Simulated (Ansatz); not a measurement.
SnO$_{2}$ (P4_2/mnm)

Method: Ansatz 0.2.0, DFT r2SCAN, scalar-relativistic, plane waves, PAW.

Plane waves to 500 eV, a k mesh through Γ of 6×6×8 on the computed 6-atom cell and Gaussian smearing (0.02 eV); no spin polarisation.

The structure is relaxed at this level of theory with its symmetry kept.

Symmetry: P4_2/mnm, No. 136, tetragonal system. Conventional cell: a = 4.760 Å, b = 4.760 Å, c = 3.201 Å, α = 90.00°, β = 90.00°, γ = 90.00°. Sn (site symmetry mmm) has 6 O at 2.06 to 2.07 Å as nearest neighbours. O (site symmetry m2m) is surrounded by 3 Sn at 2.06 to 2.07 Å.

```json
{"Volume per atom": "81.6 bohr³", "Formation energy from the elements' standard states (uncorrected)": "-1.869 eV/atom", "Generalised Kohn–Sham band gap": "1.77 eV, direct at Γ", "Löwdin character of the top 1 eV of the valence band": "O 2p 98 %", "Löwdin character of the lowest 1 eV of the conduction band": "Sn 5s 56 %, O 2s 25 %, O 2p 14 %", "Electron masses at the edge by Cartesian direction of the standard setting (m_e; degenerate bands sorted by energy; no spin-orbit coupling)": "x: 0.23; y: 0.23; z: 0.19", "Hole masses at the edge by Cartesian direction of the standard setting (m_e; degenerate bands sorted by energy; no spin-orbit coupling)": "x: 1.3; y: 1.3; z: 1.7", "Bulk modulus": "202 GPa", "Its pressure derivative": "5.3", "Bader charges (e)": "Sn (2 in the cell) 2.62, O (4 in the cell) -1.31"}
```